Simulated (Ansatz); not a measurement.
Density of states of PbI$_{2}$

```xyz
3
Lattice="4.6127 0.0000 0.0000 -2.3063 3.9947 0.0000 0.0000 0.0000 7.2570" Properties=species:S:1:pos:R:3 pbc="T T T"
Pb    0.0000    0.0000    0.0000
I     2.3063    1.3316    5.3771
I     0.0000    2.6631    1.8800
```

Structure from Materials Project entry mp-22893 (possibly hypothetical), not relaxed further.

Spin–orbit coupling is left out, though it moves levels of the heavy atoms by tenths of an eV or more.

Computed with DFT, PBEsol, all-electron LAPW, scalar-relativistic (Ansatz 0.2.0).

Sampling and basis: a Γ-centred 6×6×4 k mesh, Fermi–Dirac smearing of 0.02 eV, basis error target 1 meV/atom, no spin polarisation.

Q: Which of the resolved shells contributes most in the top eV of the valence band?

A: I 5p, with 93 % of all states there; Pb 6s follows with 5 %.

Q: Tabulate the density of states.

A: States per eV and cell, averaged over 0.4 eV, from -3.1 to 3.9 eV, with energies (bin centres) from the valence-band top; empty bins are left out. The partial columns, the largest 3 alone, are projections on Löwdin-orthogonalised atomic shells (those that the program's projection atoms carry: the occupied ones and, for some elements, an empty d or f shell; other empty shells have no column), summed over atoms of an element. Weights on diffuse s and p shells depend on that basis and aren't pure angular character.
```
E (eV)  total  I 5p  Pb 6p  Pb 6s
  -3.0   0.62  0.42   0.19   0.00
  -2.6   2.95  2.05   0.84   0.01
  -2.2   3.75  2.83   0.84   0.02
  -1.8   4.74  3.70   0.95   0.02
  -1.4   3.10  2.64   0.41   0.02
  -1.0   6.40  6.06   0.23   0.05
  -0.6   4.57  4.35   0.04   0.13
  -0.2   3.87  3.33   0.04   0.46
   2.2   0.01  0.00   0.01   0.00
   2.6   0.39  0.04   0.31   0.00
   3.0   2.05  0.38   1.47   0.00
   3.4   4.38  0.96   3.08   0.00
   3.8   5.35  1.38   3.57   0.00
```
